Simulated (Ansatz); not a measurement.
Nb under changes of volume

One of the cells (18.922 Å³/atom); the others are scaled copies at fixed shape and fractional positions:

```
Nb
1.0
     0.00000    2.11500    2.11500
     2.11500    0.00000    2.11500
     2.11500    2.11500    0.00000
Nb
1
Direct
  0.00000 0.00000 0.00000
```

This isn't the form of Nb at room conditions, which is bcc.

| Property | Result |
| --- | --- |
| Program | Ansatz 0.2.0 |
| Functional | B88-PBE |
| Potentials or basis | all-electron LAPW, scalar-relativistic |
| Cutoff | 216 eV (chosen from the basis error) |
| Basis error allowed | 0.0005 eV/atom |
| k mesh | 11 × 11 × 11 |
| Occupations | gaussian, width 0.15 eV |
| Spin | collinear spin, ferromagnetic start |
| Starting moments | [0.5] μB |

```tsv
volume (Å³/atom)	energy over the lowest point (meV/atom)	pressure (GPa)
17.786	22.44	8.7
18.165	6.68	4.7
18.543	0.00	1.1
18.922	1.58	-2.2
19.300	?	?
19.679	26.36	-7.8
20.057	48.11	-10.2
```

What does the run at 19.300 Å³/atom give?

Energy over the lowest point 10.62 meV/atom; pressure -5.1 GPa.

Worked out: A Birch-Murnaghan fit of order 3 (a polynomial in V^(-2/3)) to the other rows has its minimum at 18.65 Å³/atom with B0 = V·E''(V) = 166 GPa and B' = 4.0. It gives 10.59 meV/atom at 19.300 Å³/atom, against the run's 10.62, and -dE/dV = -5.3 GPa, against -5.1.

Energies are extrapolated to zero smearing.

Caveats: the starting moments weren't kept.

The runs don't all hold the same shells in valence.
